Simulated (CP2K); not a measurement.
Input of a CP2K 2026.2 run:

Contents of hfo2_bands.inp:

```
&GLOBAL
  PROJECT hfo2_bands
  RUN_TYPE ENERGY_FORCE
  PRINT_LEVEL LOW
&END GLOBAL
&FORCE_EVAL
  METHOD QS
  STRESS_TENSOR ANALYTICAL
  &DFT
    BASIS_SET_FILE_NAME BASIS_MOLOPT
    POTENTIAL_FILE_NAME GTH_POTENTIALS
    &MGRID
      CUTOFF 600
      REL_CUTOFF 60
      NGRIDS 5
    &END MGRID
    &QS
      METHOD GPW
      EPS_DEFAULT 1.0E-10
    &END QS
    &KPOINTS
      SCHEME MONKHORST-PACK 8 8 5
      GAMMA_CENTERED T
      SYMMETRY T
      SYMMETRY_BACKEND SPGLIB
    &END KPOINTS
    &SCF
      SCF_GUESS ATOMIC
      EPS_SCF 1.0E-6
      MAX_SCF 100
      ADDED_MOS 24
      CHOLESKY OFF
      EPS_EIGVAL 1.0E-7
      &DIAGONALIZATION ON
        ALGORITHM STANDARD
      &END DIAGONALIZATION
      &MIXING ON
        METHOD BROYDEN_MIXING
        ALPHA 0.4
        BETA 1.5
        NBUFFER 8
      &END MIXING
      &SMEAR ON
        METHOD FERMI_DIRAC
        ELECTRONIC_TEMPERATURE [K] 580.226
      &END SMEAR
    &END SCF
    &XC
      &XC_FUNCTIONAL
        &LDA_X
        &END LDA_X
        &LDA_C_PW
        &END LDA_C_PW
      &END XC_FUNCTIONAL
    &END XC
    &PRINT
      &KPOINTS ON
      &END KPOINTS
      &MULLIKEN ON
      &END MULLIKEN
      &MO ON
        ENERGIES T
        OCCUPATION_NUMBERS T
        &EACH
          QS_SCF 0
        &END EACH
        ADD_LAST NUMERIC
      &END MO
      &BAND_STRUCTURE
        FILE_NAME bands.bs
        ADDED_MOS 6
        &KPOINT_SET
          UNITS B_VECTOR
          NPOINTS 6
          SPECIAL_POINT GAMMA 0.00000000 0.00000000 0.00000000
          SPECIAL_POINT X 0.00000000 0.50000000 0.00000000
          SPECIAL_POINT M 0.50000000 0.50000000 0.00000000
          SPECIAL_POINT GAMMA 0.00000000 0.00000000 0.00000000
          SPECIAL_POINT Z 0.00000000 0.00000000 0.50000000
          SPECIAL_POINT R 0.00000000 0.50000000 0.50000000
          SPECIAL_POINT A 0.50000000 0.50000000 0.50000000
          SPECIAL_POINT Z 0.00000000 0.00000000 0.50000000
        &END KPOINT_SET
        &KPOINT_SET
          UNITS B_VECTOR
          NPOINTS 6
          SPECIAL_POINT X 0.00000000 0.50000000 0.00000000
          SPECIAL_POINT R 0.00000000 0.50000000 0.50000000
        &END KPOINT_SET
        &KPOINT_SET
          UNITS B_VECTOR
          NPOINTS 6
          SPECIAL_POINT M 0.50000000 0.50000000 0.00000000
          SPECIAL_POINT A 0.50000000 0.50000000 0.50000000
        &END KPOINT_SET
      &END BAND_STRUCTURE
    &END PRINT
  &END DFT
  &SUBSYS
    &CELL
      A 3.5580193300 0.0000000000 0.0000000000
      B 0.0000000000 3.5580193300 0.0000000000
      C 0.0000000000 0.0000000000 5.1718612100
      PERIODIC XYZ
    &END CELL
    &COORD
      Hf  0.0000000000 0.0000000000 0.0000000000
      Hf  1.7790096650 1.7790096650 2.5859306050
      O   0.0000000000 1.7790096650 1.0199317849
      O   1.7790096650 0.0000000000 1.5659988201
      O   1.7790096650 0.0000000000 4.1519294251
      O   0.0000000000 1.7790096650 3.6058623899
    &END COORD
    &KIND Hf
      BASIS_SET DZVP-MOLOPT-SR-GTH-q12
      POTENTIAL GTH-PBE-q12
    &END KIND
    &KIND O
      BASIS_SET DZVP-MOLOPT-SR-GTH-q6
      POTENTIAL GTH-PBE-q6
    &END KIND
    &PRINT
      &ATOMIC_COORDINATES ON
      &END ATOMIC_COORDINATES
      &CELL ON
      &END CELL
      &SYMMETRY ON
      &END SYMMETRY
    &END PRINT
  &END SUBSYS
  &PRINT
    &FORCES ON
    &END FORCES
    &STRESS_TENSOR ON
    &END STRESS_TENSOR
  &END PRINT
&END FORCE_EVAL
```

Potentials or basis: GTH_POTENTIALS Hf GTH-PBE-q12, O GTH-PBE-q6; DZVP-MOLOPT-SR-GTH basis.

Run with:

```bash
$ OMP_NUM_THREADS=1 cp2k.psmp -i hfo2_bands.inp -o hfo2_bands.out
```

**Question.** What does it give for the largest force?

**Answer.** 0.019 eV/Å.

**Question.** Predict the band gap along the path.

**Answer.** 4.65 eV, indirect (least direct gap 4.73 eV).

Forces in eV/Å, atoms in the order of the input:
```
Hf   0.000  0.000  0.000
Hf   0.000  0.000  0.000
O    0.000  0.000  0.019
O    0.000  0.000 -0.019
O    0.000  0.000 -0.019
O    0.000  0.000  0.019
```

Caveat: the potentials were made for another functional, which shifts forces and pressure; spin-orbit coupling is left out, which moves the levels of the heavy elements; the basis of atomic orbitals isn't converged, which shifts pressures, moduli and gaps.
